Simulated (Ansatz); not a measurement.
SiO2 under pressure: fit and missing row

SiO2, I4/mmm, a = 8.911 Å, c = 5.215 Å. This isn't the usual stable structure of the compound. Ansatz: LDA, PAW, 420 eV, Γ-centred 6×6×6 mesh on 12 atoms, Gaussian smearing 0.02 eV; no spin polarisation. Cell and atoms are relaxed at each pressure, and no other structure is tried, so the rows at high pressure may lie past a change of phase.

```tsv
V (Å³/atom)	P (GPa)
?	24.98
15.930	12.00
16.774	3.96
17.128	1.00
17.252	0.00
17.379	-1.00
```

Task: Take V0 = 17.252 Å³/atom, fit the third-order Birch–Murnaghan form to the other rows, and predict the missing volume.

Result: With the Eulerian strain f = ½[(V0/V)^(2/3) − 1] and y = P/[3f(1 + 2f)^(5/2)], the form is the line y = B0 + 1.5 B0 (B0′ − 4) f. Rows (f, y): 0.02729, 128.3; 0.00945, 133.3; 0.00241, 136.7; -0.00244, 138.3. Means f = 0.009177, y = 134.15; Σ(Δf)² = 0.0005089, ΣΔfΔy = -0.1717; the slope is their ratio. y = 137.2 − 337.3 f GPa, so B0 = 137.2 GPa and B0′ = 4 + 2 × (-337.3)/(3 × 137.2) = 2.36. P = 24.98 GPa is met at f = 0.05414 (y = 118.94), so V = V0 (1 + 2f)^(−3/2) = 14.786 Å³/atom. The run gave 14.695 Å³/atom, so the fit is 0.091 Å³/atom too high, 3.4 % of the span of the series, against an rms of 0.002 Å³/atom on the fitted rows. The row lies outside the fitted range. A fourth-order term fitted to the same rows gives P = 27.75 GPa at this row's volume (the line 26.14, the run 24.98), no gain. With a term in f² added B0′ becomes 1.83, so this figure hangs on the form.